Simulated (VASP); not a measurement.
Here is a VASP 6.6.1 calculation.

The input INCAR:

```
SYSTEM = HfB2
  ALGO = Normal
  EDIFF = 1E-7
  ENCUT = 520
  GGA = PS
  ISIF = 2
  ISMEAR = -1
  LASPH = .TRUE.
  LCHARG = .TRUE.
  LELF = .TRUE.
  LREAL = .FALSE.
  LVHAR = .TRUE.
  LWAVE = .FALSE.
  NBANDS = 15
  NELM = 100
  PREC = Accurate
  SIGMA = 0.05
```

The input KPOINTS:

```
k-points
0
G
  10 10 8
  0 0 0
```

File POSCAR:

```
HfB2
1.0
    3.1400000000      0.0000000000      0.0000000000
   -1.5700000000      2.7193197679      0.0000000000
    0.0000000000      0.0000000000      3.4800000000
Hf B
1 2
Direct
    0.0000000000      0.0000000000      0.0000000000
    0.6666666667      0.3333333333      0.5000000000
    0.3333333333      0.6666666667      0.5000000000
```

Potentials or basis: VASP PAW PBE potentials, release 64 (Hf_pv, B).

Command:

```sh
$ cat potpaw_PBE.64/Hf_pv/POTCAR potpaw_PBE.64/B/POTCAR > POTCAR
$ mpirun -np 1 vasp_std > vasp.out
```

Problem. What does it give for the pressure?

Solution. -4.4 GPa.

Problem. Predict the band gap on the k mesh.

Solution. None (metal or under the smearing width).

Stress tensor (GPa, compression positive):
```
-4.22  0.00  0.00
 0.00 -4.22  0.00
 0.00  0.00 -4.89
```

Caveat: the PAW data sets were made with another functional, which shifts forces and pressure a little. The run has no spin-orbit coupling, so splittings on Hf are missing.
